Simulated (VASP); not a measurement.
LiF (Griceite):

```
F Li
1.0
     0.00000    2.01400    2.01400
     2.01400    0.00000    2.01400
     2.01400    2.01400    0.00000
F Li
1 1
Cartesian
  2.0140 2.0140 2.0140
  0.0000 0.0000 0.0000
```

Base run:

```yaml
Program: VASP 6.6.1
Functional: HSE06
Potentials_or_basis: VASP PAW PBE potentials, release 64 (F, Li_sv)
Cutoff: 520 eV
k_mesh: 8 × 8 × 8
Occupations: gaussian, width 0.02 eV
Spin: no spin polarisation
```

Its results: band gap on the k mesh 11.41 eV, direct.

Problem. The run is repeated on the same cell with these changes: functional from HSE06 to r2SCAN-EpsX. What comes out?

Solution. Band gap on the k mesh 15.43 eV, direct.

Not every run made on this cell is shown here.
